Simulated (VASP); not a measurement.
Set up this calculation in VASP 6.6.1, as the native input.

```yaml
Task: relaxation of cell and atoms
Functional: PBE
Dispersion: D3(BJ)
Potentials_or_basis: VASP PAW PBE potentials, release 64 (W_sv, Se)
Cutoff: 600 eV
k_mesh: 9 × 9 × 2
Occupations: gaussian, width 0.03 eV
Spin: no spin polarisation
Further_INCAR_settings: ALGO = Normal; EDIFF = 1e-06; IBRION = 2; EDIFFG = -0.01; NSW = 90; ISIF = 3
```

The structure of WSe2 lies in POSCAR:

```
WSe2
1.0
    3.2900000000      0.0000000000      0.0000000000
   -1.6450000000      2.8492235785      0.0000000000
    0.0000000000      0.0000000000     12.9700000000
W Se
2 4
Direct
    0.3333333333      0.6666666667      0.2500000000
    0.6666666667      0.3333333333      0.7500000000
    0.3333333333      0.6666666667      0.6210000000
    0.6666666667      0.3333333333      0.1210000000
    0.3333333333      0.6666666667      0.8790000000
    0.6666666667      0.3333333333      0.3790000000
```

These files were run (other wordings do the same):

INCAR

```
SYSTEM = WSe2
ALGO     = Normal         ! electronic algorithm
EDIFF    = 1E-6           ! SCF threshold, eV
EDIFFG   = -0.01          ! ionic threshold
ENCUT    = 600            ! plane-wave cutoff, eV
GGA      = PE             ! functional
IBRION   = 2              ! ionic algorithm
ISIF     = 3              ! what is computed and relaxed
ISMEAR   = 0              ! smearing method
IVDW     = 12             ! dispersion correction
KPAR     = 4            
LASPH    = .TRUE.         ! aspherical terms in the spheres
LCHARG   = .FALSE.        ! write CHGCAR
LREAL    = .FALSE.        ! projectors in reciprocal space
LWAVE    = .FALSE.        ! write WAVECAR
NELM     = 80             ! most SCF steps
NSW      = 90             ! ionic steps
PREC     = Accurate       ! precision mode
SIGMA    = 0.03           ! smearing width, eV
```

KPOINTS

```
k-points
0
G
  9 9 2
  0 0 0
```

Potentials or basis: VASP PAW PBE potentials, release 64 (W_sv, Se).

Command:

```sh
$ cat potpaw_PBE.64/W_sv/POTCAR potpaw_PBE.64/Se/POTCAR > POTCAR
$ mpirun -np 4 vasp_std > vasp.out
```

Results of the run:

```yaml
Relaxed_volume: 19.88 Å³/atom
Relaxed_cell: a = 3.281 Å, b = 3.281 Å, c = 12.792 Å, α = 90.00°, β = 90.00°, γ = 120.00°
Space_group_after_relaxing_to_0.05_Å: P6_3/mmc (No. 194)
Energy_gained_by_relaxing: 1.9 meV/atom
Ionic_steps: 8
Pressure_after_relaxing: 0.0 GPa
Band_gap_on_the_k_mesh: 0.99 eV, indirect (least direct gap 1.56 eV)
Dispersion_energy_per_atom: -0.475 eV
```

Caveat: spin-orbit coupling is left out, which moves the levels of the heavy elements; an odd mesh through Γ misses points on the zone boundary, where band edges often lie.

Run time: 2 min on 4 MPI ranks on AMD EPYC 9R45 (Zen 5), on a shared host, peak memory 0.34 GiB a rank.
